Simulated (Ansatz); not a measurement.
# Pressure coefficients of MnSb

```cif
data_structure
_symmetry_space_group_name_H-M 'Fm-3m'
_symmetry_Int_Tables_number 225
_cell_length_a 5.5716
_cell_length_b 5.5716
_cell_length_c 5.5716
_cell_angle_alpha 90.000
_cell_angle_beta 90.000
_cell_angle_gamma 90.000
_cell_volume 172.96
loop_
_atom_site_label
_atom_site_type_symbol
_atom_site_symmetry_multiplicity
_atom_site_Wyckoff_symbol
_atom_site_fract_x
_atom_site_fract_y
_atom_site_fract_z
_atom_site_occupancy
Mn1 Mn 4 a 0.00000 0.00000 0.00000 1
Sb1 Sb 4 b 0.50000 0.00000 0.00000 1
```

The runs use the primitive cell with vectors (0.000, 2.786, 2.786), (2.786, 0.000, 2.786), (2.786, 2.786, 0.000) Å, to which the k mesh refers.

The structure comes from a relaxation in the same program, started in the rocksalt type, and has space group Fm-3m. Whether it is a known phase or the ground state wasn't checked.

Other magnetic orders may lie lower; this is the state that the run reached.

Spin–orbit coupling is left out, though it moves levels of the heavy atoms by tenths of an eV or more.

The calculation used DFT, PBE, all-electron LAPW, scalar-relativistic (Ansatz 0.2.0).

The runs use a Γ-centred 11×11×11 k mesh, Fermi–Dirac smearing of 0.03 eV, basis error target 1 meV/atom, spin-polarised from start moments Mn1 4 μB.

The cell is scaled evenly with fractional coordinates held.

```csv
V/V(cell),P (GPa),cell moment (μB)
0.9600,2.90,3.736
0.9800,1.38,3.761
1.0000,0.06,3.789
1.0200,-1.06,3.829
```

Question: From the rows at 0.9800 and 1.0200, what is the bulk modulus at the cell's volume?

Answer: B = −ΔP/Δln V = −[(-1.06) − (1.38)]/0.04001 = 61.0 GPa.

In a magnetic metal the moment, and with it the modulus, depend on the k mesh by some per cent, and the slopes vary along the table.

Question: How does the moment scale with volume?

Answer: dln M/dln V = ln(3.829/3.761)/0.04001 = 0.4: expansion raises it.

Question: Predict the row at V/V(cell) = 1.0400. How far is a linear estimate of P off?

Answer: P = -2.08 GPa, moment 3.867 μB. The linear estimate P(cell) − B ln(V/V(cell)) = -2.33 GPa misses by 0.25 GPa, since the modulus falls on expansion.
